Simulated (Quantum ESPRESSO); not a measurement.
# Pt (Fm-3m) in Quantum ESPRESSO: further runs

Aim: see how the results for Pt move with the level of theory and the settings. Levels: PBEsol, PBEsol+D3, PBEsol+D3(BJ). Tasks: relaxation of cell and atoms.

Everything below comes from runs of Quantum ESPRESSO 7.5. Logs are shortened: lines on timing, memory, paths and dates and some standing lists are left out, and cuts for length are marked.

### 1 Starting point

The structure is cubic, space group Fm-3m (No. 225). Conventional cell: a = 3.922 Å, b = 3.922 Å, c = 3.922 Å, α = 90.00°, β = 90.00°, γ = 90.00°. Pt (site symmetry m-3m) is surrounded by 12 Pt at 2.77 Å.

### 2 Relaxation of cell and atoms, PBEsol

Input file run.py:

```python
import numpy as np
from ase.calculators.espresso import Espresso, EspressoProfile
from ase.io import read

atoms = read('Pt.cif')

input_data = {
    'control': {'calculation': 'scf', 'prefix': 'pwscf', 'outdir': './tmp', 'tprnfor': True, 'tstress': True, 'disk_io': 'low'},
    'system': {'ecutwfc': 45.0, 'ecutrho': 360.0, 'nbnd': 14, 'occupations': 'smearing', 'smearing': 'fd', 'degauss': 0.00367493},
    'electrons': {'conv_thr': 2e-10, 'electron_maxstep': 120, 'mixing_beta': 0.5},
}
pseudopotentials = {'Pt': 'pt_pbesol_v1.4.uspp.F.UPF'}
profile = EspressoProfile(command='mpirun -n 2 pw.x -nk 2', pseudo_dir='pseudo')
dft = Espresso(profile=profile, input_data=input_data, pseudopotentials=pseudopotentials, kpts=(12, 12, 12), koffset=(0, 0, 0))
atoms.calc = dft

from ase.optimize import LBFGS
from ase.filters import FrechetCellFilter
done = LBFGS(FrechetCellFilter(atoms), trajectory='opt.traj').run(fmax=0.02, steps=30)
print('converged', done)
print('cell (A)', np.round(atoms.cell.cellpar(), 5))
print(f'energy {atoms.get_potential_energy():.8f} eV')
print('forces (eV/A)')
print(np.round(atoms.get_forces(), 6))
print('stress (eV/A^3, Voigt)')
print(np.round(atoms.get_stress(), 8))
print(f'Fermi level {dft.get_fermi_level():.4f} eV')
```

Input file Pt.cif:

```cif
data_Pt
_cell_length_a 2.77313137
_cell_length_b 2.77313137
_cell_length_c 2.77313137
_cell_angle_alpha 60.00000000
_cell_angle_beta 60.00000000
_cell_angle_gamma 60.00000000
_space_group_name_H-M_alt 'P1'
_space_group_name_Hall 'P 1'
_space_group_IT_number 1
loop_
_space_group_symop_operation_xyz
'x,y,z'
loop_
_atom_site_label
_atom_site_type_symbol
_atom_site_symmetry_multiplicity
_atom_site_Wyckoff_symbol
_atom_site_fract_x
_atom_site_fract_y
_atom_site_fract_z
_atom_site_occupancy
Pt1 Pt 1 a 0.0000000000 0.0000000000 0.0000000000 1
```

Potentials or basis: GBRV 1.5 PBEsol.

Command:

```console
$ OMP_NUM_THREADS=1 python run.py
```

Standard output:

```text
Step          Energy          fmax
LBFGS:    0    -2864.737212        0.168515
LBFGS:    1    -2864.737347        0.026076
LBFGS:    2    -2864.737366        0.000578
converged True
cell (A) [ 2.76736  2.76736  2.76736 60.      60.      60.     ]
energy -2864.73736569 eV
forces (eV/A)
[[0. 0. 0.]]
stress (eV/A^3, Voigt)
[ 3.856e-05  3.856e-05  3.856e-05  0.000e+00 -0.000e+00 -0.000e+00]
Fermi level 22.6171 eV
```

espresso.pwi:

```text
&CONTROL
   calculation      = 'scf'
   tstress          = .true.
   tprnfor          = .true.
   outdir           = './tmp'
   prefix           = 'pwscf'
   disk_io          = 'low'
   pseudo_dir       = 'pseudo'
/
&SYSTEM
   nbnd             = 14
   ecutwfc          = 45.0
   ecutrho          = 360.0
   occupations      = 'smearing'
   degauss          = 0.00367493
   smearing         = 'fd'
   ntyp             = 1
   nat              = 1
   ibrav            = 0
/
&ELECTRONS
   electron_maxstep = 120
   conv_thr         = 2e-10
   mixing_beta      = 0.5
/
&IONS
/
&CELL
/
&FCP
/
&RISM
/
ATOMIC_SPECIES
Pt 195.084 pt_pbesol_v1.4.uspp.F.UPF

K_POINTS automatic
12 12 12  0 0 0

CELL_PARAMETERS angstrom
2.76735606207718 0.00000000000000 0.00000000000000
1.38367803103859 2.39660065107571 -0.00000000000000
1.38367803103859 0.79886688369190 2.25953676289564

ATOMIC_POSITIONS angstrom
Pt 0.0000000000 0.0000000000 0.0000000000
```

espresso.pwo:

```text
This program is part of the open-source Quantum ESPRESSO suite
     for quantum simulation of materials; please cite
         "P. Giannozzi et al., J. Phys.:Condens. Matter 21 395502 (2009);
         "P. Giannozzi et al., J. Phys.:Condens. Matter 29 465901 (2017);
         "P. Giannozzi et al., J. Chem. Phys. 152 154105 (2020);
     in publications or presentations arising from this work. More details at

Warning: card &CELL ignored
Warning: card &FCP ignored
Warning: card &RISM ignored

     Message from routine setup:
     using ibrav=0 with symmetry is DISCOURAGED, use correct ibrav instead

     K-points division:     npool     =       2
     Subspace diagonalization in iterative solution of the eigenvalue problem:
     a serial algorithm will be used

     G-vector sticks info
     --------------------
     sticks:   dense  smooth     PW     G-vecs:    dense   smooth      PW
     Sum         673     349    121                11575     4111     869

     Using Slab Decomposition

     bravais-lattice index     =            0
     lattice parameter (alat)  =       5.2295  a.u.
     unit-cell volume          =     101.1292 (a.u.)^3
     number of atoms/cell      =            1
     number of atomic types    =            1
     number of electrons       =        16.00
     number of Kohn-Sham states=           14
     kinetic-energy cutoff     =      45.0000  Ry
     charge density cutoff     =     360.0000  Ry
     scf convergence threshold =      2.0E-10
     mixing beta               =       0.5000
     number of iterations used =            8  plain     mixing
     Exchange-correlation= SLA  PW   PSX  PSC
                           (   1   4  10   8   0   0   0)

     celldm(1)=   5.229545  celldm(2)=   0.000000  celldm(3)=   0.000000
     celldm(4)=   0.000000  celldm(5)=   0.000000  celldm(6)=   0.000000

     crystal axes: (cart. coord. in units of alat)
               a(1) = (   1.000000   0.000000   0.000000 )
               a(2) = (   0.500000   0.866025  -0.000000 )
               a(3) = (   0.500000   0.288675   0.816497 )

     reciprocal axes: (cart. coord. in units 2 pi/alat)
               b(1) = (  1.000000 -0.577350 -0.408248 )
               b(2) = (  0.000000  1.154701 -0.408248 )
               b(3) = ( -0.000000  0.000000  1.224745 )

     PseudoPot. # 1 for Pt read from file:
     pt_pbesol_v1.4.uspp.F.UPF
     Pseudo is Ultrasoft + core correction, Zval = 16.0
     Generated by new atomic code, or converted to UPF format
     Using radial grid of  985 points,  6 beta functions with:
                l(1) =   0
                l(2) =   0
                l(3) =   1
                l(4) =   1
                l(5) =   2
                l(6) =   2
     Q(r) pseudized with  8 coefficients,  rinner =    1.300   1.300   1.300
                                                       1.300   1.300

     atomic species   valence    mass     pseudopotential
     Pt               16.00   195.08400     Pt( 1.00)

     12 Sym. Ops., with inversion, found

   Cartesian axes

     site n.     atom                  positions (alat units)
         1        Pt     tau(   1) = (   0.0000000   0.0000000   0.0000000  )

     number of k points=   189  Fermi-Dirac smearing, width (Ry)=  0.0037

     Number of k-points >= 100: set verbosity='high' to print them.

     Dense  grid:    11575 G-vectors     FFT dimensions: (  32,  32,  32)

     Smooth grid:     4111 G-vectors     FFT dimensions: (  24,  24,  24)

     Initial potential from superposition of free atoms

     starting charge      15.5000, renormalised to      16.0000

     negative rho (up, down):  1.860E-01 0.000E+00
     Starting wfcs are   12 randomized atomic wfcs +    2 random wfcs

     Self-consistent Calculation

     iteration #  1     ecut=    45.00 Ry     beta= 0.50
     Davidson diagonalization with overlap
     ethr =  1.00E-02,  avg # of iterations =  4.2

     negative rho (up, down):  1.737E-01 0.000E+00

     total energy              =    -210.38224873 Ry
     estimated scf accuracy    <       0.77048706 Ry

     iteration #  2     ecut=    45.00 Ry     beta= 0.50
     Davidson diagonalization with overlap
     ethr =  4.82E-03,  avg # of iterations =  2.0

     negative rho (up, down):  1.744E-01 0.000E+00

     total energy              =    -210.55299327 Ry
     estimated scf accuracy    <       0.00779191 Ry

     iteration #  3     ecut=    45.00 Ry     beta= 0.50
     Davidson diagonalization with overlap
     ethr =  4.87E-05,  avg # of iterations =  3.1

     negative rho (up, down):  1.736E-01 0.000E+00

     total energy              =    -210.55428358 Ry
     estimated scf accuracy    <       0.00072949 Ry

     iteration #  4     ecut=    45.00 Ry     beta= 0.50
     Davidson diagonalization with overlap
     ethr =  4.56E-06,  avg # of iterations =  4.2

     negative rho (up, down):  1.736E-01 0.000E+00

     total energy              =    -210.55432865 Ry
     estimated scf accuracy    <       0.00000663 Ry

     iteration #  5     ecut=    45.00 Ry     beta= 0.50
     Davidson diagonalization with overlap
     ethr =  4.14E-08,  avg # of iterations =  2.3

     negative rho (up, down):  1.737E-01 0.000E+00

     total energy              =    -210.55433113 Ry
     estimated scf accuracy    <       0.00000042 Ry

     iteration #  6     ecut=    45.00 Ry     beta= 0.50
     Davidson diagonalization with overlap
     ethr =  2.65E-09,  avg # of iterations =  1.8

     negative rho (up, down):  1.737E-01 0.000E+00

     total energy              =    -210.55433121 Ry
     estimated scf accuracy    <          1.4E-09 Ry

     iteration #  7     ecut=    45.00 Ry     beta= 0.50
     Davidson diagonalization with overlap
     ethr =  9.00E-12,  avg # of iterations =  4.0

     negative rho (up, down):  1.737E-01 0.000E+00

     total energy              =    -210.55433122 Ry
     estimated scf accuracy    <          7.2E-10 Ry

     iteration #  8     ecut=    45.00 Ry     beta= 0.50
     Davidson diagonalization with overlap
     ethr =  4.47E-12,  avg # of iterations =  2.0

     negative rho (up, down):  1.737E-01 0.000E+00

     End of self-consistent calculation

     Number of k-points >= 100: set verbosity='high' to print the bands.

     the Fermi energy is    22.6171 ev

!    total energy              =    -210.55433122 Ry
     estimated scf accuracy    <          2.9E-12 Ry
     smearing contrib. (-TS)   =      -0.00114196 Ry
     internal energy E=F+TS    =    -210.55318927 Ry

     The total energy is F=E-TS. E is the sum of the following terms:
     one-electron contribution =     -19.50528802 Ry
     hartree contribution      =      24.34002146 Ry
     xc contribution           =     -56.68411944 Ry
     ewald contribution        =    -158.70380326 Ry

     convergence has been achieved in   8 iterations

     negative rho (up, down):  1.737E-01 0.000E+00

     Forces acting on atoms (cartesian axes, Ry/au):

     atom    1 type  1   force =     0.00000000    0.00000000    0.00000000

     Total force =     0.000000     Total SCF correction =     0.000000

     Computing stress (Cartesian axis) and pressure

     negative rho (up, down):  1.737E-01 0.000E+00
          total   stress  (Ry/bohr**3)                   (kbar)     P=       -0.06
  -0.00000042   0.00000000   0.00000000           -0.06        0.00        0.00
   0.00000000  -0.00000042  -0.00000000            0.00       -0.06       -0.00
   0.00000000  -0.00000000  -0.00000042            0.00       -0.00       -0.06

=------------------------------------------------------------------------------=
   JOB DONE.
=------------------------------------------------------------------------------=
```

Run time: 15 s. Hardware: 2 MPI ranks of AMD EPYC 9R45 (Zen 5), shared host; peak memory 0.16 GiB.

What came out:

```
Free energy                            : -2864.7376 eV
Relaxed volume                         : 14.99 Å³/atom
Relaxed cell                           : a = 2.767 Å, b = 2.767 Å, c = 2.767 Å, α = 60.00°, β = 60.00°, γ = 60.00°
Space group after relaxing (to 0.05 Å) : Fm-3m (No. 225)
Energy gained by relaxing              : 0.2 meV/atom
Ionic steps                            : 3
Pressure after relaxing                : 0.0 GPa
Band gap on the k mesh                 : none (metal or under the smearing width)
```

Step by step:
| step | energy change (eV) | largest force (eV/Å) | pressure (GPa) | volume (Å³) |
| --- | --- | --- | --- | --- |
| 1 | 0.0000 | 0.0000 | -1.79 | 15.08 |
| 2 | -0.0001 | 0.0000 | 0.28 | 14.97 |
| 3 | -0.0002 | 0.0000 | -0.01 | 14.99 |

Final structure:
```yaml
crystal:
  lattice:
    - [2.76736, 0.00000, 0.00000]
    - [1.38368, 2.39660, 0.00000]
    - [1.38368, 0.79887, 2.25954]
  atoms:
    - { symbol: Pt, position: [0.00000, 0.00000, 0.00000] }
```

Spin-orbit coupling is left out, which matters for the levels of Pt.

### 3 Relaxation of cell and atoms, PBEsol+D3

Changes to run.py since step 2:

```diff
@@ -8,3 +8,3 @@
     'control': {'calculation': 'scf', 'prefix': 'pwscf', 'outdir': './tmp', 'tprnfor': True, 'tstress': True, 'disk_io': 'low'},
-    'system': {'ecutwfc': 45.0, 'ecutrho': 360.0, 'nbnd': 14, 'occupations': 'smearing', 'smearing': 'fd', 'degauss': 0.00367493},
+    'system': {'ecutwfc': 45.0, 'ecutrho': 360.0, 'nbnd': 14, 'occupations': 'smearing', 'smearing': 'fd', 'degauss': 0.00367493, 'vdw_corr': 'grimme-d3', 'dftd3_version': 3},
     'electrons': {'conv_thr': 2e-10, 'electron_maxstep': 120, 'mixing_beta': 0.5},
@@ -16,5 +16,5 @@
 
-from ase.optimize import LBFGS
+from ase.optimize import FIRE
 from ase.filters import FrechetCellFilter
-done = LBFGS(FrechetCellFilter(atoms), trajectory='opt.traj').run(fmax=0.02, steps=30)
+done = FIRE(FrechetCellFilter(atoms), trajectory='opt.traj').run(fmax=0.02, steps=30)
 print('converged', done)
```

Pt.cif is that of step 2.

Potentials or basis: GBRV 1.5 PBEsol.

Command:

```console
$ OMP_NUM_THREADS=1 python run.py
```

Wall time 62 s (2 MPI ranks of AMD EPYC 9R45 (Zen 5), shared host); peak memory 0.18 GiB.

Results (log left out):

```
Free energy                            : -2865.2575 eV
Relaxed volume                         : 14.71 Å³/atom
Relaxed cell                           : a = 2.750 Å, b = 2.750 Å, c = 2.750 Å, α = 60.00°, β = 60.00°, γ = 60.00°
Space group after relaxing (to 0.05 Å) : Fm-3m (No. 225)
Energy gained by relaxing              : 7.6 meV/atom
Ionic steps                            : 11
Pressure after relaxing                : -0.1 GPa
Band gap on the k mesh                 : none (metal or under the smearing width)
```

Step by step:
| step | energy change (eV) | largest force (eV/Å) | pressure (GPa) | volume (Å³) |
| --- | --- | --- | --- | --- |
| 1 | 0.0000 | 0.0000 | -7.35 | 15.08 |
| 2 | -0.0076 | 0.0000 | -1.47 | 14.77 |
| 3 | -0.0007 | 0.0000 | 6.47 | 14.41 |
| 4 | -0.0033 | 0.0000 | 5.00 | 14.47 |
| 5 | -0.0062 | 0.0000 | 2.46 | 14.58 |
| 6 | -0.0076 | 0.0000 | -0.48 | 14.72 |
| 7 | -0.0076 | 0.0000 | -0.46 | 14.72 |
| 8 | -0.0076 | 0.0000 | -0.41 | 14.72 |
| 9 | -0.0076 | 0.0000 | -0.34 | 14.71 |
| 10 | -0.0076 | 0.0000 | -0.25 | 14.71 |
| 11 | -0.0076 | 0.0000 | -0.15 | 14.71 |

Final structure:
```yaml
crystal:
  lattice:
    - [2.75001, 0.00000, 0.00000]
    - [1.37500, 2.38158, 0.00000]
    - [1.37500, 0.79386, 2.24537]
  atoms:
    - { symbol: Pt, position: [0.00000, 0.00000, 0.00000] }
```

Levels at points of the mesh, in eV from the Fermi level:
| k point | band 6 | band 7 | band 8 | band 9 | band 10 | band 11 |
| --- | --- | --- | --- | --- | --- | --- |
| (0.00, 0.00, 0.00) | -3.99 | -3.99 | -1.71 | -1.71 | 14.48 | 19.57 |
| (0.00, 0.00, -0.50) | -4.05 | -0.68 | 0.03 | 0.03 | 5.98 | 14.05 |
| (0.00, -0.50, 0.00) | -4.05 | -0.68 | 0.03 | 0.03 | 5.98 | 14.05 |
| (0.00, -0.50, -0.50) | 0.01 | 0.51 | 0.51 | 1.64 | 9.08 | 11.39 |

Caveat: pairwise dispersion overbinds metals, which lowers pressure and volume. The run has no spin-orbit coupling, so splittings on Pt are missing.

### 4 Relaxation of cell and atoms, PBEsol+D3(BJ)

Changes to run.py since step 3:

```diff
@@ -8,3 +8,3 @@
     'control': {'calculation': 'scf', 'prefix': 'pwscf', 'outdir': './tmp', 'tprnfor': True, 'tstress': True, 'disk_io': 'low'},
-    'system': {'ecutwfc': 45.0, 'ecutrho': 360.0, 'nbnd': 14, 'occupations': 'smearing', 'smearing': 'fd', 'degauss': 0.00367493, 'vdw_corr': 'grimme-d3', 'dftd3_version': 3},
+    'system': {'ecutwfc': 45.0, 'ecutrho': 360.0, 'nbnd': 14, 'occupations': 'smearing', 'smearing': 'fd', 'degauss': 0.00367493, 'vdw_corr': 'grimme-d3', 'dftd3_version': 4},
     'electrons': {'conv_thr': 2e-10, 'electron_maxstep': 120, 'mixing_beta': 0.5},
@@ -16,5 +16,5 @@
 
-from ase.optimize import FIRE
+from ase.optimize import LBFGS
 from ase.filters import FrechetCellFilter
-done = FIRE(FrechetCellFilter(atoms), trajectory='opt.traj').run(fmax=0.02, steps=30)
+done = LBFGS(FrechetCellFilter(atoms), trajectory='opt.traj').run(fmax=0.02, steps=30)
 print('converged', done)
```

Pt.cif is that of step 3.

Command:

```console
$ OMP_NUM_THREADS=1 python run.py
```

Run time: 17 s. Hardware: 2 MPI ranks of AMD EPYC 9R45 (Zen 5), shared host; peak memory 0.18 GiB.

It converged, with:

```yaml
Free_energy: -2865.3847 eV
Relaxed_volume: 14.70 Å³/atom
Relaxed_cell: a = 2.750 Å, b = 2.750 Å, c = 2.750 Å, α = 60.00°, β = 60.00°, γ = 60.00°
Space_group_after_relaxing_to_0.05_Å: Fm-3m (No. 225)
Energy_gained_by_relaxing: 7.6 meV/atom
Ionic_steps: 3
Pressure_after_relaxing: -0.1 GPa
Band_gap_on_the_k_mesh: none (metal or under the smearing width)
```

The path:
```tsv
step	energy change (eV)	largest force (eV/Å)	pressure (GPa)	volume (Å³)
1	0.0000	0.0000	-7.45	15.08
2	-0.0071	0.0000	1.43	14.63
3	-0.0076	0.0000	-0.06	14.70
```

Final structure:
```
Pt
1.0
     2.74982    0.00000    0.00000
     1.37491    2.38141    0.00000
     1.37491    0.79380    2.24522
Pt
1
Direct
  0.00000 0.00000 0.00000
```

Levels at points of the mesh, in eV from the Fermi level:
```
             k point  band 5  band 6  band 7  band 8  band 9  band 10  band 11  band 12
  (0.00, 0.00, 0.00)   -3.99   -3.99   -3.99   -1.71   -1.71    14.48    19.57    19.57
 (0.00, 0.00, -0.50)   -4.05   -4.05   -0.68    0.03    0.03     5.99    14.05    19.07
 (0.00, -0.50, 0.00)   -4.05   -4.05   -0.68    0.03    0.03     5.99    14.05    19.07
(0.00, -0.50, -0.50)   -6.94    0.01    0.51    0.51    1.64     9.08    11.39    11.39
```

Caveat: pairwise dispersion overbinds metals, which lowers pressure and volume.

### 5 Overview

| level | ASE optimiser | gap on the mesh (eV) | pressure (GPa) | relaxed volume (Å³/atom) |
| --- | --- | --- | --- | --- |
| PBEsol | LBFGS | none | 0.0 | 14.99 |
| PBEsol+D3 | FIRE | none | -0.1 | 14.71 |
| PBEsol+D3(BJ) | LBFGS | none | -0.1 | 14.70 |

Alike in all rows: task relaxation of cell and atoms; potentials or basis GBRV 1.5 PBEsol; no spin polarisation; cell relaxed; k mesh 12 × 12 × 12; cutoff (eV) 612; smearing fermi-dirac 0.05 eV.

Caveats: pairwise dispersion overbinds metals, which lowers pressure and volume (some runs).

Absolute energies hang on the potentials; compare differences alone.
